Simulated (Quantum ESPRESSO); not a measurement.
The system is Co.

```
Co
1.0
     2.47200    0.00000    0.00000
    -1.23600    2.14081    0.00000
     0.00000    0.00000    4.02114
Co
2
Cartesian
  1.2360 0.7136 3.0159
  0.0000 1.4272 1.0053
```

- Program: Quantum ESPRESSO 7.5
- Task: Hubbard U by linear response
- Functional: LDA
- Potentials or basis: JTH 2.0 LDA
- Cutoff: 490 eV
- Density cutoff: 2939 eV
- k mesh: 10 × 10 × 6
- Occupations: gaussian, width 0.2 eV
- Spin: collinear spin, ferromagnetic start
- Starting moments: [2.0, 2.0] μB
- Hubbard terms: Co d U = 5.3 eV
- Start of the occupations: default
- Hubbard projectors: ortho-atomic
- Form of the LDA correlation: PW92
- Mixing beta: 0.3
- Most SCF iterations: 120
- SCF threshold: 4e-10 Ry
- q mesh: 2 × 2 × 2

Q: What Hubbard parameters does linear response give?

A: U = 5.23 eV on Co 3d. The values belong to these projectors, potentials and this ground state, and don't carry over to other codes.

Hubbard U from linear response:
| site | manifold | U (eV) |
| --- | --- | --- |
| 1 | Co-3d | 5.23 |
| 2 | Co-3d | 5.23 |
On the first site the bare response is -0.961 and the screened one -0.156 eV⁻¹.

Eigenvalues of the final occupation matrices:
```
   site  spin  trace               eigenvalues
Co 1 3d     1   4.74  0.95 0.95 0.95 0.95 0.95
Co 1 3d     2   2.95  0.45 0.61 0.61 0.64 0.64
Co 2 3d     1   4.74  0.95 0.95 0.95 0.95 0.95
Co 2 3d     2   2.95  0.45 0.61 0.61 0.64 0.64
```

Caveat: on PAW files with symmetry the computed U can be off by some tenths of an eV for atoms off the origin; the U is typed as a test and isn't derived for this compound.
